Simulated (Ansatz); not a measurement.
# GaP (SC16): the cost of one run

Program: Ansatz 0.2.0. Level of theory: DFT PBEsol, scalar-relativistic, plane waves, PAW. These are calculated values, not measurements.

## (1) The starting structure

Symmetry: Pa-3, No. 205, cubic system. The conventional cell has a = 6.400 Å, b = 6.400 Å, c = 6.400 Å, α = 90.00°, β = 90.00°, γ = 90.00°. Ga (site symmetry 3) has 4 P at 2.26 to 2.30 Å as nearest neighbours. P (site symmetry 3) is surrounded by 4 Ga at 2.26 to 2.30 Å.

Coordinates:

```xyz
16
Lattice="6.4000 0.0000 0.0000 0.0000 6.4000 0.0000 0.0000 0.0000 6.4000" Properties=species:S:1:pos:R:3 pbc="T T T"
Ga    0.9869    0.9869    0.9869
Ga    5.4131    5.4131    5.4131
Ga    2.2131    5.4131    4.1869
Ga    4.1869    0.9869    2.2131
Ga    4.1869    2.2131    5.4131
Ga    2.2131    4.1869    0.9869
Ga    5.4131    4.1869    2.2131
Ga    0.9869    2.2131    4.1869
P     4.1075    4.1075    4.1075
P     2.2925    2.2925    2.2925
P     5.4925    2.2925    0.9075
P     0.9075    4.1075    5.4925
P     0.9075    5.4925    2.2925
P     5.4925    0.9075    4.1075
P     2.2925    0.9075    5.4925
P     4.1075    5.4925    0.9075
```

## (2) Cell and atoms relaxed at 22 GPa

File input.yaml:

```yaml
crystal:
  lattice:
    - [6.4, 0.0, 0.0]
    - [0.0, 6.4, 0.0]
    - [0.0, 0.0, 6.4]
  atoms:
    - { symbol: Ga, position: [0.1542, 0.1542, 0.1542] }
    - { symbol: Ga, position: [0.8458, 0.8458, 0.8458] }
    - { symbol: Ga, position: [0.3458, 0.8458, 0.6542] }
    - { symbol: Ga, position: [0.6542, 0.1542, 0.3458] }
    - { symbol: Ga, position: [0.6542, 0.3458, 0.8458] }
    - { symbol: Ga, position: [0.3458, 0.6542, 0.1542] }
    - { symbol: Ga, position: [0.8458, 0.6542, 0.3458] }
    - { symbol: Ga, position: [0.1542, 0.3458, 0.6542] }
    - { symbol: P, position: [0.6418, 0.6418, 0.6418] }
    - { symbol: P, position: [0.3582, 0.3582, 0.3582] }
    - { symbol: P, position: [0.8582, 0.3582, 0.1418] }
    - { symbol: P, position: [0.1418, 0.6418, 0.8582] }
    - { symbol: P, position: [0.1418, 0.8582, 0.3582] }
    - { symbol: P, position: [0.8582, 0.1418, 0.6418] }
    - { symbol: P, position: [0.3582, 0.1418, 0.8582] }
    - { symbol: P, position: [0.6418, 0.8582, 0.1418] }
scf:
  occupations: { method: gaussian, width: 0.03 }
output:
  forces: true
  stress: true
  eigenvalues: true
  write_density: true
  write_potential: true
  elf: true
  volumetric_format: npy
hamiltonian:
  xc: pbesol
basis:
  ecutwfc: 500
kpoints:
  mp_grid: { grid: [6, 6, 6] }
relax:
  f_tol: 0.005
  max_steps: 60
  cell: { stress_tol: 0.05, p_target: 22 }
```

Started as:

```console
$ ansatz run input.yaml --threads 4 --pin off --max-ram 10240MiB --backend cpu --events-out ev --progress --plain --runs-dir out
```

What time and memory should one allow on 4 threads of Intel Xeon 6975P-C (Granite Rapids), shared host?

About 33 s, with a peak of 1.3 GiB.
